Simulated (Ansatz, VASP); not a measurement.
# BaHf3O2 in VASP and in Ansatz

The input INCAR:

```
SYSTEM = BaHf3O2
PREC     = Accurate       ! precision mode
ENCUT    = 520            ! plane-wave cutoff, eV
EDIFF    = 1E-6           ! SCF threshold, eV
ISMEAR   = 0              ! smearing method
SIGMA    = 0.1            ! smearing width, eV
LREAL    = .False.        ! projectors in reciprocal space
LASPH    = .True.         ! aspherical terms in the spheres
NELM     = 60             ! most SCF steps
ALGO     = Normal         ! electronic algorithm
ISIF     = 2              ! what is computed and relaxed
LWAVE    = .False.        ! write WAVECAR
LCHARG   = .False.        ! write CHGCAR
GGA      = PE             ! functional
NBANDS   = 35             ! bands
```

Contents of KPOINTS:

```
regular mesh
0
Gamma
  3 3 6
  0 0 0
```

POSCAR

```
BaHf3O2
1.0
    6.1411230100      0.0000000000      0.0000000000
   -3.0705615100      5.3183685400      0.0000000000
    0.0000000000      0.0000000000      3.3943767100
Ba Hf O
1 3 2
Direct
    0.0000000000      0.0000000000      0.0000000000
    0.5000000000      0.0000000000      0.5000000000
    0.5000000000      0.5000000000      0.5000000000
    0.0000000000      0.5000000000      0.5000000000
    0.3333333300      0.6666666700      0.0000000000
    0.6666666700      0.3333333300      0.0000000000
```

Input for Ansatz:

```yaml
crystal:
  lattice:
    - [6.14112301, 0.0, 0.0]
    - [-3.07056151, 5.31836854, 0.0]
    - [0.0, 0.0, 3.39437671]
  atoms:
    - { symbol: Ba, position: [0.0, 0.0, 0.0] }
    - { symbol: Hf, position: [0.5, 0.0, 0.5] }
    - { symbol: Hf, position: [0.5, 0.5, 0.5] }
    - { symbol: Hf, position: [0.0, 0.5, 0.5] }
    - { symbol: O, position: [0.33333333, 0.66666667, 0.0] }
    - { symbol: O, position: [0.66666667, 0.33333333, 0.0] }
basis:
  ecutwfc: 420
kpoints:
  mp_grid: { grid: [3, 3, 6] }
hamiltonian:
  xc: pbe
scf:
  occupations: { method: gaussian, width: 0.1 }
  lower_state_search: "off"
output:
  forces: true
  stress: true
  eigenvalues: true
```

Change from the starting cell: species swapped into the ErB2Ru3 type (P6/mmm, No. 191).

Alike in both runs: task single point; functional PBE; k mesh 3 × 3 × 6; occupations gaussian, width 0.1 eV; no spin polarisation.

```csv
,VASP,Ansatz
version,VASP 6.6.1,Ansatz 0.2.0
potentials or method,"VASP PAW PBE potentials, release 64 (Ba_sv, Hf_pv, O)","scalar-relativistic, plane waves, PAW"
plane-wave cutoff (eV),520,420
valence electrons in the cell,52,100
```

Ansatz gave:

```
gap on the k mesh at the Fermi level (eV)       : none
pressure (GPa)                                  : -3.4
largest component of the traceless stress (GPa) : 9.81
```

Task: Which values does VASP return?

Result: gap on the k mesh at the Fermi level (eV): none; pressure (GPa): -3.8; largest component of the traceless stress (GPa): 9.91.

A gap of «none» marks a metal or a gap that the smearing closes. With one functional, cell and mesh, what is left measures potentials, basis and numerics. The two sets of potentials don't hold the same shells in valence.

Caveats: the k mesh is coarse (spacing up to 0.39 Å⁻¹), so the values aren't converged. The runs have no spin-orbit coupling, so splittings on Ba, Hf are missing.
